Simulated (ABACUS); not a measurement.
**InP: equation of state with r2SCAN**

**Measured values to compare with.**

A printed reference work, data compilation reports, for a bulk crystal of InP: bulk modulus 71 GPa.

The system is InP.

```
In P
1.0
     0.00000    2.93050    2.93050
     2.93050    0.00000    2.93050
     2.93050    2.93050    0.00000
In P
1 1
Direct
  0.00000 0.00000 0.00000
  0.75000 0.75000 0.75000
```

```json
{
 "Program": "ABACUS 3.10.1",
 "Task": "equation of state",
 "Functional": "r2SCAN",
 "Potentials or basis": "SG15 ONCV 1.2 PBE",
 "Cutoff": "1361 eV",
 "Density cutoff": "5442 eV",
 "Basis": "DZP LCAO (the cutoffs set its grid)",
 "k mesh": "6 × 6 × 6",
 "Occupations": "fermi-dirac, width 0.05 eV",
 "Spin": "no spin polarisation"
}
```

```yaml
Equilibrium_volume: 25.65 Å³/atom
Bulk_modulus: 68 GPa
Pressure_derivative_of_the_bulk_modulus: "4.1 (rough: it moves with the points fitted)"
```

Energy against volume, from the lowest point:
```tsv
volume (Å³/atom)	energy (meV/atom)
23.657	37.25
24.663	8.47
25.670	0.00
26.677	8.16
```

All runs of the series together: 41 s on 4 threads of AMD EPYC 9R45 96-Core Processor (Zen 5) (shared host).

Against the measured bulk modulus of InP, 71 GPa (a printed reference work, data compilation), the calculated 68 GPa is off by -4.9 %. The fit is for a static lattice scaled at fixed shape and fixed fractional positions.

Caveat: the atomic orbitals were generated for these runs and aren't a published set; the potentials were made for another functional, which shifts forces and pressure; the basis of atomic orbitals isn't converged, which shifts pressures, moduli and gaps.
